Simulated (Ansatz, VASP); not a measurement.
**Sc: VASP beside Ansatz**

File INCAR:

```
SYSTEM = Sc
  PREC = Accurate
  ENCUT = 520
  EDIFF = 1E-6
  ISMEAR = -1
  SIGMA = 0.03
  LREAL = .False.
  LASPH = .True.
  NELM = 100
  ALGO = Normal
  ISIF = 2
  LWAVE = .False.
  LCHARG = .True.
  LELF = .True.
  LVHAR = .True.
  NBANDS = 18
```

Contents of KPOINTS:

```
Automatic mesh
0
Gamma
  13 13 7
  0 0 0
```

The input POSCAR:

```
Sc
1.0
    3.3736927629      0.0000000000      0.0000000000
   -1.6868463814      2.9217036372      0.0000000000
    0.0000000000      0.0000000000      5.3713203485
Sc
2
Direct
    0.3333333333      0.6666666667      0.2500000000
    0.6666666667      0.3333333333      0.7500000000
```

Input for Ansatz:

```yaml
crystal:
  lattice:
    - [3.3736927629, 0.0, 0.0]
    - [-1.6868463814, 2.9217036372, 0.0]
    - [0.0, 0.0, 5.3713203485]
  atoms:
    - { symbol: Sc, position: [0.3333333333, 0.6666666667, 0.25] }
    - { symbol: Sc, position: [0.6666666667, 0.3333333333, 0.75] }
kpoints:
  mp_grid: { grid: [13, 13, 7] }
  band_path:
    path:
      - [0.0, 0.0, 0.0]
      - [0.5, 0.0, 0.0]
      - [0.3333333333, 0.3333333333, 0.0]
      - [0.0, 0.0, 0.0]
      - [0.0, 0.0, 0.5]
      - [0.5, 0.0, 0.5]
      - [0.3333333333, 0.3333333333, 0.5]
      - [0.0, 0.0, 0.5]
      - [0.5, 0.0, 0.5]
    npoints: 5
scf:
  occupations: { method: fermi_dirac, width: 0.03 }
hamiltonian:
  xc: lda
  pseudopotentials: { kind: all_electron, lapw: { basis_error: 0.0005 } }
output:
  forces: true
  stress: true
  eigenvalues: true
```

Change from the starting cell: volume scaled by 1.06.

Alike in both runs: task single point; functional LDA; k mesh 13 × 13 × 7; occupations fermi-dirac, width 0.03 eV; no spin polarisation.

```csv
,VASP,Ansatz
version,VASP 6.6.1,Ansatz 0.2.0
potentials or method,"VASP PAW LDA potentials, release 64 (Sc_sv)","all-electron LAPW, scalar-relativistic"
plane-wave cutoff (eV),520,see its input
```

|  | VASP | Ansatz | Ansatz less VASP |
| --- | --- | --- | --- |
| pressure (GPa) | -7.5 | -7.5 | -0.02 |
| largest component of the traceless stress (GPa) | 1.05 | 1.05 | +0.002 |

Ansatz ran all-electron here, so the differences hold the error of VASP's frozen core and of both bases.
